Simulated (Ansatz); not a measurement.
Runs of Ansatz 0.2.0 on Ir. Symmetry: Fm-3m, No. 225, cubic system. Conventional cell: a = 3.831 Å, b = 3.831 Å, c = 3.831 Å, α = 90.00°, β = 90.00°, γ = 90.00°. Ir (site symmetry m-3m) has 12 Ir at 2.71 Å as nearest neighbours. 

| task | level | cell | k mesh | smearing | atoms under strain | points for each segment of the path | mesh quality | gap on the mesh (eV) | pressure (GPa) | relaxed volume (Å³/atom) |
| --- | --- | --- | --- | --- | --- | --- | --- | --- | --- | --- |
| single point | PBE | as given | 12 × 12 × 12 | gaussian 0.027 eV | - | - | not flagged | none | 11.1 | - |
| relaxation of cell and atoms | revPBE+D4 | relaxed | 12 × 12 × 12 | fermi-dirac 0.05 eV | - | - | not flagged | - | 0.0 | (b) |
| single point | PBE | as given | 12 × 12 × 12 | gaussian 0.028 eV | - | - | not flagged | none | 11.1 | - |
| relaxation of cell and atoms | revPBE+D3(BJ) | relaxed | 12 × 12 × 12 | fermi-dirac 0.05 eV | - | - | not flagged | - | 0.0 | 13.97 |
| relaxation of cell and atoms | HSE03 | relaxed | 6 × 6 × 6 | fermi-dirac 0.05 eV | - | - | coarse | none | 0.0 | 14.04 |
| relaxation of cell and atoms | BLYP+D4 | relaxed | 12 × 12 × 12 | fermi-dirac 0.05 eV | - | - | not flagged | none | 0.0 | (a) |
| elastic constants | LDA | as given | 9 × 9 × 9 | fermi-dirac 0.05 eV | clamped | - | not flagged | none | -6.7 | - |
| band structure | HSEsol | as given | 6 × 6 × 6 | fermi-dirac 0.05 eV | - | 4 | coarse | none | -8.7 | - |
| relaxation of cell and atoms | BLYP+D3(BJ) | relaxed | 12 × 12 × 12 | fermi-dirac 0.05 eV | - | - | not flagged | - | 0.0 | 14.36 |

Alike in all rows: potentials or basis Ansatz PAW; no spin polarisation; cutoff (eV) 420.

Q: Estimate the missing entries.

A: (a) 14.39; (b) 13.98.

Caveats: some runs use coarse meshes; the PAW data sets come from PBE, with cores solved anew for the run's functional, which leaves a small shift of forces and pressure (some runs); the plane-wave basis is chosen anew once the cell has moved, so the energies of steps on either side of that aren't comparable (some runs); pairwise dispersion overbinds metals, which lowers pressure and volume (some runs); the cell is more than 3 GPa from zero pressure, which shifts response properties (some runs); elastic constants of metals need much finer meshes, so these are rough (some runs); spin-orbit coupling is left out, which moves the levels of the heavy elements (some runs); the thresholds are loose for stress (some runs).

A k mesh can miss the band edges, and the runs leave out spin-orbit coupling on Ir.

A gap of «none» marks a metal or a gap under the smearing width.
